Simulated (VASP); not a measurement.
Wanted: the native input for a VASP 6.6.1 run.

```
Task                   : single point
Functional             : PBE
Potentials or basis    : VASP PAW PBE potentials, release 64 (Sr_sv, Te)
Cutoff                 : 520 eV
k mesh                 : 6 × 6 × 6
Occupations            : fermi-dirac, width 0.02 eV
Spin                   : no spin polarisation
Dipole correction      : no
Further INCAR settings : ALGO = Fast; EDIFF = 1e-07; NBANDS = 15
```

The structure of SrTe lies in POSCAR:

```
SrTe
1.0
    0.0000000000      3.3579877066      3.3579877066
    3.3579877066      0.0000000000      3.3579877066
    3.3579877066      3.3579877066      0.0000000000
Sr Te
1 1
Direct
    0.0000000000      0.0000000000      0.0000000000
    0.5000000000      0.5000000000      0.5000000000
```

The cell was built by a generator and needn't be a form met in nature.

The input as run:

INCAR

```
  ALGO = Fast
  EDIFF = 1E-7
  ENCUT = 520
  GGA = PE
  ISIF = 2
  ISMEAR = -1
  LASPH = T
  LCHARG = T
  LELF = T
  LREAL = F
  LVHAR = T
  LWAVE = F
  NBANDS = 15
  NELM = 100
  PREC = Accurate
  SIGMA = 0.02
```

KPOINTS

```
k-points
0
Gamma
  6 6 6
```

Potentials or basis: VASP PAW PBE potentials, release 64 (Sr_sv, Te).

Command:

```sh
$ cat potpaw_PBE.64/Sr_sv/POTCAR potpaw_PBE.64/Te/POTCAR > POTCAR
$ mpirun -np 1 vasp_std > vasp.out
```

It gave:

```
Pressure               : 0.1 GPa
Band gap on the k mesh : 1.76 eV, indirect (least direct gap 2.48 eV)
```

Caveat: spin-orbit coupling is left out, which moves the levels of the heavy elements.

Run time: 26 s on 1 thread of Intel(R) Xeon(R) Platinum 8488C (Sapphire Rapids), with other jobs on the host, peak memory 0.2 GiB.
